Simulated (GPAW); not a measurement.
# Ge (Cmcm) in GPAW: phonons with PBE

Aim: the phonons of Ge with PBE.

All numbers are computed with GPAW 26.7.0; they aren't measurements. Logs are shortened: lines on timing, memory, paths and dates and some standing lists are left out, and cuts for length are marked. The log counts tension as positive stress, the text compression.

## Step 1: The crystal as given

It takes space group Cmcm (No. 63, orthorhombic). Conventional cell: a = 2.976 Å, b = 5.189 Å, c = 4.728 Å, α = 90.00°, β = 90.00°, γ = 90.00°. Ge (site symmetry m2m) has 12 Ge at 2.92 to 2.99 Å as nearest neighbours.

This isn't the form of Ge at room conditions, which is diamond.

## Step 2: Phonons, PBE

run.py reads:

```python
import json
import numpy as np
from ase import Atoms
from ase.constraints import FixSymmetry
from ase.filters import FrechetCellFilter
from ase.io import read, write
from ase.optimize import BFGS
from phonopy import Phonopy
from phonopy.structure.atoms import PhonopyAtoms
from gpaw import GPAW, PW

atoms = read('POSCAR')

calc = GPAW(mode=PW(600),
            xc='PBE',
            kpts={'size': (7, 7, 4), 'gamma': True},
            occupations={'name': 'fermi-dirac', 'width': 0.05},
            nbands=11,
            convergence={'density': 1e-06, 'eigenstates': 1e-09},
            maxiter=150,
            txt='gpaw.txt')
atoms.calc = calc
atoms.set_constraint(FixSymmetry(atoms))
BFGS(FrechetCellFilter(atoms), trajectory='relax.traj', logfile='-').run(fmax=0.005, steps=40)
atoms.set_constraint()
energy = atoms.get_potential_energy()
forces = atoms.get_forces()
stress = atoms.get_stress()
calc.write('gs.gpw')
write('result.traj', atoms)
print('Cell:', atoms.cell.cellpar().round(4))
print(atoms.get_scaled_positions().round(5))

def force_constants(scale):
    unit = PhonopyAtoms(symbols=atoms.get_chemical_symbols(), cell=atoms.cell[:] * scale**(1 / 3),
                        scaled_positions=atoms.get_scaled_positions())
    ph = Phonopy(unit, supercell_matrix=np.diag([1, 1, 1]), primitive_matrix=np.eye(3), symprec=1e-4)
    ph.generate_displacements(distance=0.01)
    forces = []
    for i, sc in enumerate(ph.supercells_with_displacements):
        a = Atoms(sc.symbols, cell=sc.cell, scaled_positions=sc.scaled_positions, pbc=True)
        c = GPAW(mode=PW(510),
                 xc='PBE',
                 kpts={'size': (7, 7, 4), 'gamma': True},
                 occupations={'name': 'fermi-dirac', 'width': 0.05},
                 nbands=11,
                 convergence={'density': 1e-06, 'eigenstates': 1e-09},
                 maxiter=150,
                 txt=f'disp-{scale:.3f}-{i:02d}.txt')
        a.calc = c
        f = a.get_forces()
        forces.append(f - f.mean(axis=0))
        print(f'displacement {i}: drift', f.mean(axis=0).round(5), flush=True)
    ph.forces = forces
    ph.produce_force_constants()
    ph.symmetrize_force_constants()
    return ph

qpoints = [[0.0, 0.0, 0.0]]
results = {}
for scale in [1.0]:
    ph = force_constants(scale)
    ph.run_qpoints(qpoints)
    nu = ph.qpoints.frequencies * 33.35641  # THz to cm^-1
    results[f'{scale:.3f}'] = nu.tolist()
    for qp, f in zip(qpoints, nu):
        print(scale, np.round(qp, 4), f.round(2))
json.dump(results, open('phonons.json', 'w'))
```

POSCAR reads:

```
Ge
1.0
    1.4880529250     -2.5946896100      0.0000000000
    1.4880529250      2.5946896100      0.0000000000
    0.0000000000      0.0000000000      4.7275957900
Ge
2
Direct
    0.3334466300      0.6665533700      0.2500000000
    0.6665533700      0.3334466300      0.7500000000
```

Potentials or basis: GPAW PAW data sets (gpaw-data 1.2.1), pw.

The run is started by

```console
$ OMP_NUM_THREADS=1 python run.py
```

gpaw.txt:

```text
__  _  _
 | _ |_)|_||  |
 |__||  | ||/\| - 26.7.0

Input parameters:
  mode=PW(ecut=600.0),
  convergence={'density': 1e-06, 'eigenstates': 1e-09},
  kpts=MonkhorstPack(size=(7, 7, 4), gamma=True),
  maxiter=150,
  nbands=11,
  occupations=Occupations(name='fermi-dirac', width=0.05),
  xc=XC(name='PBE')

Diagonalizing LCAO Hamiltonian
Converting LCAO to pw mode

       Ge

         Ge

Atoms  # Å, Bohr magnetons
|   | symbol |        x |         y |        z |    initial magnetic moments |
|---|--------|----------|-----------|----------|-----------------------------|
| 0 |     Ge | 1.488053 |  0.864309 | 1.181899 | ( 0.0000,  0.0000,  0.0000) |
| 1 |     Ge | 1.488053 | -0.864309 | 3.545697 | ( 0.0000,  0.0000,  0.0000) |
[... 549 lines left out ...]
|------------|---------------|-----------|
|          0 |        -5.304 |     2.000 |
|          1 |         0.209 |     2.000 |
|          2 |         2.391 |     2.000 |
|          3 |        13.566 |     0.000 |
|          4 |        13.786 |     0.000 |
|          5 |        15.549 |     0.000 |
|          6 |        15.762 |     0.000 |
|          7 |        17.041 |     0.000 |
|          8 |        18.200 |     0.000 |
|          9 |        20.030 |     0.000 |
|         10 |        20.805 |     0.000 |

No gap
No difference between direct/indirect transitions

Stress tensor  # eV/Ang^3
|        x |         y |         z |
|----------|-----------|-----------|
| 0.001811 |  0.000000 |  0.000000 |
| 0.000000 | -0.004777 | -0.000000 |
| 0.000000 | -0.000000 | -0.000576 |

Forces  # eV/Ang
|       x |        y |        z |
|---------|----------|----------|
| 0.00000 | -0.01900 | -0.00002 |  # Ge   0
| 0.00000 |  0.01900 |  0.00002 |  # Ge   1

Interpolating wave functions to new cell
[... 556 lines left out ...]
|------------|---------------|-----------|
|          0 |        -5.391 |     2.000 |
|          1 |         0.004 |     2.000 |
|          2 |         2.263 |     2.000 |
|          3 |        12.801 |     0.000 |
|          4 |        13.563 |     0.000 |
|          5 |        14.803 |     0.000 |
|          6 |        15.455 |     0.000 |
|          7 |        16.533 |     0.000 |
|          8 |        17.687 |     0.000 |
|          9 |        19.668 |     0.000 |
|         10 |        20.000 |     0.000 |

No gap
No difference between direct/indirect transitions

Stress tensor  # eV/Ang^3
|        x |        y |        z |
|----------|----------|----------|
| 0.020313 | 0.000000 | 0.000000 |
| 0.000000 | 0.004765 | 0.000000 |
| 0.000000 | 0.000000 | 0.004670 |

Forces  # eV/Ang
|       x |        y |        z |
|---------|----------|----------|
| 0.00000 | -0.04873 | -0.00000 |  # Ge   0
| 0.00000 |  0.04873 |  0.00000 |  # Ge   1

Interpolating wave functions to new cell
[... 73 lines left out ...]
species:
  Ge:
    name:    Germanium
    Z:       32.0
    valence: 4
    core:    28
    charge:  0.0  # [|e|]
    compensation charges:
      type: gauss
      rc: 0.32  # [Å]
      lmax: 2
    cutoffs:
      filter: 1.77  # [Å]
      core: 3.42  # [Å]
    projectors
    | kind |    occ | energy [eV] | rcut [Å] |
    |-----
[... cut ...]
.572551c| -8.60 | -4.11 |
|iter:   7| |   -8.572551c| -9.45c| -5.29 |
|iter:   8| |   -8.572551c|-10.31c| -5.81 |
|iter:   9| |   -8.572551c|-10.91c| -6.33c|

Converged in 9 steps
Energy contributions relative to reference atoms: (reference = -114195.275705)

Energy contributions:
  Kinetic:          14.488638
  Coulomb:         -13.045723
  Zero:             -0.004189
  External:          0.000000
  Xc:              -10.008654
  Entropy:          -0.005245
  Spinorbit:         0.000000
  ----------------------------
  Free energy:      -8.575173
  Extrapolated:     -8.572551
[... 6 lines left out ...]
|------------|---------------|-----------|
|          0 |        -5.439 |     2.000 |
|          1 |        -1.744 |     2.000 |
|          2 |         1.767 |     2.000 |
|          3 |        14.053 |     0.000 |
|          4 |        15.774 |     0.000 |
|          5 |        15.896 |     0.000 |
|          6 |        17.480 |     0.000 |
|          7 |        18.557 |     0.000 |
|          8 |        18.681 |     0.000 |
|          9 |        21.258 |     0.000 |
|         10 |        21.443 |     0.000 |

No gap
No difference between direct/indirect transitions

Stress tensor  # eV/Ang^3
|         x |        y |        z |
|-----------|----------|----------|
| -0.004443 | 0.000000 | 0.000000 |
|  0.000000 | 0.001296 | 0.000000 |
|  0.000000 | 0.000000 | 0.004851 |

Forces  # eV/Ang
|       x |        y |        z |
|---------|----------|----------|
| 0.00000 | -0.01042 |  0.00000 |  # Ge   0
| 0.00000 |  0.01042 | -0.00000 |  # Ge   1

Interpolating wave functions to new cell
[... 166 lines left out ...]
|------------|---------------|-----------|
|          0 |        -5.433 |     2.000 |
|          1 |        -1.696 |     2.000 |
|          2 |         1.775 |     2.000 |
|          3 |        14.160 |     0.000 |
|          4 |        15.806 |     0.000 |
|          5 |        15.814 |     0.000 |
|          6 |        17.556 |     0.000 |
|          7 |        18.627 |     0.000 |
|          8 |        18.634 |     0.000 |
|          9 |        21.332 |     0.000 |
|         10 |        21.345 |     0.000 |

No gap
No difference between direct/indirect transitions

Stress tensor  # eV/Ang^3
|        x |         y |         z |
|----------|-----------|-----------|
| 0.000291 |  0.000000 |  0.000000 |
| 0.000000 | -0.000104 | -0.000000 |
| 0.000000 | -0.000000 | -0.000025 |

Forces  # eV/Ang
|       x |        y |        z |
|---------|----------|----------|
| 0.00000 | -0.00636 | -0.00000 |  # Ge   0
| 0.00000 |  0.00636 |  0.00000 |  # Ge   1

Interpolating wave functions to new cell
[... 382 lines left out ...]
Forces  # eV/Ang
|       x |        y |        z |
|---------|----------|----------|
| 0.00000 |  0.00003 | -0.00001 |  # Ge   0
| 0.00000 | -0.00003 |  0.00001 |  # Ge   1

# Writing to gs.gpw (mode='')
```

stdout:

```text
Step          Energy          fmax
BFGS:    0       -8.333733        0.734795
BFGS:    1       -8.347874        0.603980
BFGS:    2       -8.375646        0.093073
BFGS:    3       -8.375931        0.072547
BFGS:    4       -8.376283        0.115481
BFGS:    5       -8.378962        0.405451
BFGS:    6       -8.382565        0.546942
BFGS:    7       -8.388297        0.496748
BFGS:    8       -8.391142        0.323672
BFGS:    9       -8.407583        0.149160
BFGS:   10       -8.407206        0.104006
BFGS:   11       -8.409157        0.106458
BFGS:   12       -8.410042        0.111082
BFGS:   13       -8.414218        0.179283
BFGS:   14       -8.416180        0.151483
BFGS:   15       -8.419900        0.165923
BFGS:   16       -8.420897        0.165620
BFGS:   17       -8.423391        0.146533
BFGS:   18       -8.438475        0.254071
BFGS:   19       -8.389188        0.832992
BFGS:   20       -8.448397        0.211487
BFGS:   21       -8.452392        0.133245
BFGS:   22       -8.458127        0.141715
BFGS:   23       -8.494742        0.288518
BFGS:   24       -8.418949        1.297286
BFGS:   25       -8.545311        0.275374
BFGS:   26       -8.563903        0.106002
BFGS:   27       -8.572936        0.191017
BFGS:   28       -8.575173        0.093509
BFGS:   29       -8.575894        0.006094
BFGS:   30       -8.575949        0.006167
BFGS:   31       -8.575952        0.001264
Cell: [  2.8712   2.8712   5.3923  90.      90.     120.0038]
[[0.50001 0.49999 0.25   ]
 [0.49999 0.50001 0.75   ]]
displacement 0: drift [-0. -0. -0.]
displacement 1: drift [-0. -0. -0.]
1.0 [0. 0. 0.] [ -0.    -0.     0.    51.08  51.22 202.95]
```

Wall time 9.2 min (1 thread of Arm Neoverse V1, shared host); peak memory 0.33 GiB.

What came out:

| Property | Result |
| --- | --- |
| Free energy | -8.5760 eV |
| Relaxed volume | 19.25 Å³/atom |
| Relaxed cell | a = 2.871 Å, b = 2.871 Å, c = 5.392 Å, α = 90.00°, β = 90.00°, γ = 120.00° |
| Space group after relaxing (to 0.05 Å) | P6/mmm (No. 191) |
| Pressure after relaxing | 0.0 GPa |
| Band gap on the k mesh | none (metal or under the smearing width) |
| Highest phonon frequency at Γ | 203 cm⁻¹ |

Final structure:
```
CELL_PARAMETERS angstrom
1.43554 -2.48661 0.00000
1.43554 2.48661 0.00000
0.00000 0.00000 5.39235
ATOMIC_POSITIONS crystal
Ge 0.50001 0.49999 0.25000
Ge 0.49999 0.50001 0.75000
```

Levels at points of the mesh, in eV from the Fermi level:
```tsv
k point	band 1	band 2	band 3	band 4	band 5	band 6	band 7
(0.00, 0.00, 0.00)	-13.24	-9.50	-6.03	6.35	8.00	8.01	9.75
(0.00, 0.00, 0.50)	-12.02	-12.02	-0.91	-0.91	9.11	9.11	9.12
```

Phonon frequencies in cm⁻¹ (negative: imaginary):
| q point | frequencies |
| --- | --- |
| (0.000, 0.000, 0.000) | 0 0 0 51 51 203 |

Caveat: the cutoff is short for stress and forces, so pressures can be off by a GPa or more.
